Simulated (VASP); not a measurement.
# TiAl₃: molecular dynamics with a thermostat

TiAl₃, I4/mmm (no. 139), 8 atoms in the cell. PBE, molecular dynamics; PAW potentials Ti, Al (PBE set).

Ensemble: Nose-Hoover; Target temperature (K): 1000.

## Input

INCAR:
```
ALGO = Fast
EDIFF = 1E-6
ENCUT = 240
GGA = PE
IBRION = 0
ISIF = 2
ISMEAR = -1
ISYM = 0
KPAR = 2
LASPH = True
LCHARG = False
LREAL = Auto
LWAVE = False
MDALGO = 2
NELM = 60
NELMIN = 4
NSW = 60
POTIM = 2.0
PREC = Normal
RANDOM_SEED = 140607 0 0
SIGMA = 0.05
SMASS = 0
TEBEG = 1000
```

KPOINTS:
```
k-points
0
Gamma
  3 3 2
```

POSCAR:
```
TiAl3
1.0
    3.8222135426      0.0000000000      0.0000000000
    0.0000000000      3.8222135426      0.0000000000
    0.0000000000      0.0000000000      8.5613375894
Ti Al
2 6
Direct
    0.0000000000      0.0000000000      0.0000000000
    0.5000000000      0.5000000000      0.5000000000
    0.5000000000      0.0000000000      0.2500000000
    0.0000000000      0.5000000000      0.2500000000
    0.5000000000      0.5000000000      0.0000000000
    0.0000000000      0.5000000000      0.7500000000
    0.5000000000      0.0000000000      0.7500000000
    0.0000000000      0.0000000000      0.5000000000
```

Commands:
```
cat potpaw_PBE.64/Ti/POTCAR potpaw_PBE.64/Al/POTCAR > POTCAR
mpirun -np 2 vasp_std > vasp.out
```

## Result

- Mean temperature (K): 1104
- Rise of the mean potential energy above the start (meV/atom): 185.8
- Electronic steps per ionic step after the first: 4.4

Course of the run:

| Time (fs) | Temperature (K) | Potential energy less the first (meV/atom) |
|---|---|---|
| 2 | 1000 | 0.0 |
| 12 | 814 | 22.1 |
| 20 | 543 | 59.0 |
| 30 | 339 | 98.8 |
| 38 | 453 | 110.1 |
| 48 | 1183 | 112.6 |
| 56 | 1929 | 156.2 |
| 66 | 1479 | 300.7 |
| 74 | 841 | 387.6 |
| 84 | 1198 | 366.2 |
| 92 | 1871 | 299.2 |
| 102 | 1641 | 247.5 |
| 110 | 1123 | 215.2 |
| 120 | 926 | 145.4 |

REPORT:
```
MDALGO =   2
               SCALING =       0
                 CNEXP =     9.000   14.000
           RANDOM_SEED =            140607                0                0

   original number of atomic DOF:         21
   number of independent constraints:      0
   number of active DOF:                  21

========================================
         MD step No.       1
========================================

  Atomic velocities initialized by STEP_tb

  >Energies
                    E_tot             E_pot             E_kin               EPS                ES
   e_b>   -0.40118156E+02   -0.41022983E+02    0.90482709E+00    0.00000000E+00    0.00000000E+00

  >Temperature
               T_sim     T_inst
   tmprt>   1000.000   1000.002

  >Thermostat:
           s(n+1) sdot(n+1)      s(n)   sdot(n)        Qs
   s_b>   0.00000   0.00000   0.00000   0.00000   0.38750

           RANDOM_SEED =            140607               48                0

[... steps left out ...]

========================================
         MD step No.      60
========================================

  >Energies
                    E_tot             E_pot             E_kin               EPS                ES
   e_b>   -0.40118450E+02   -0.39859963E+02    0.83763543E+00    0.47924673E+00   -0.15753691E+01

  >Temperature
               T_sim     T_inst
   tmprt>   1000.000    925.743

  >Thermostat:
           s(n+1) sdot(n+1)      s(n)   sdot(n)        Qs
   s_b>  -0.79018   0.07988  -0.87054   0.08084   0.38750

           RANDOM_SEED =            140607               48                0
```

OSZICAR:
```
N       E                     dE             d eps       ncg     rms          rms(c)
DAV:   1     0.473274275110E+02    0.47327E+02   -0.57099E+03   360   0.636E+02
DAV:   2    -0.378958080175E+02   -0.85223E+02   -0.82942E+02   386   0.168E+02
DAV:   3    -0.447433733322E+02   -0.68476E+01   -0.63074E+01   526   0.397E+01
DAV:   4    -0.449022146384E+02   -0.15884E+00   -0.15810E+00   472   0.597E+00
DAV:   5    -0.449039632049E+02   -0.17486E-02   -0.17467E-02   532   0.709E-01    0.193E+01
RMM:   6    -0.412385065339E+02    0.36655E+01   -0.38774E+01   369   0.390E+01    0.384E+00
RMM:   7    -0.410407097996E+02    0.19780E+00   -0.49579E+00   360   0.182E+01    0.464E+00
RMM:   8    -0.410584618975E+02   -0.17752E-01   -0.10764E+00   360   0.354E+00    0.314E+00
RMM:   9    -0.410612519971E+02   -0.27901E-02   -0.39416E-01   365   0.368E+00    0.252E+00
RMM:  10    -0.410372270077E+02    0.24025E-01   -0.77233E-02   360   0.231E+00    0.123E+00
RMM:  11    -0.410219953319E+02    0.15232E-01   -0.44568E-02   364   0.142E+00    0.243E-01
RMM:  12    -0.410237517466E+02   -0.17564E-02   -0.36927E-02   363   0.793E-01    0.176E-01
[... left out ...]
     58 T=   960. E= -.40118066E+02 F= -.39612568E+02 E0= -.39599291E+02  EK= 0.86873E+00 SP= -.19E+01 SK= 0.50E+00
     59 T=   939. E= -.40118286E+02 F= -.39734411E+02 E0= -.39720757E+02  EK= 0.84947E+00 SP= -.17E+01 SK= 0.49E+00
[... last step whole ...]
       N       E                     dE             d eps       ncg     rms          rms(c)
DAV:   1    -0.398599539330E+02   -0.12554E+00   -0.90120E-03   668   0.820E-01    0.504E-03
RMM:   2    -0.398599605933E+02   -0.66604E-05   -0.11904E-04   360   0.692E-02    0.572E-03
RMM:   3    -0.398599625653E+02   -0.19720E-05   -0.21259E-05   344   0.241E-02    0.472E-03
RMM:   4    -0.398599628841E+02   -0.31875E-06   -0.37120E-06   244   0.113E-02
     60 T=   926. E= -.40118450E+02 F= -.39859963E+02 E0= -.39845960E+02  EK= 0.83764E+00 SP= -.16E+01 SK= 0.48E+00
```

Limits: 120 fs of 8 atoms are too short for converged averages; the cell is only 3.8 Å across, so each atom moves in step with near copies of itself.

VASP 6.6.1 took 112 s on 2 cores (AMD EPYC 7R43 (Zen 3)), a shared host.
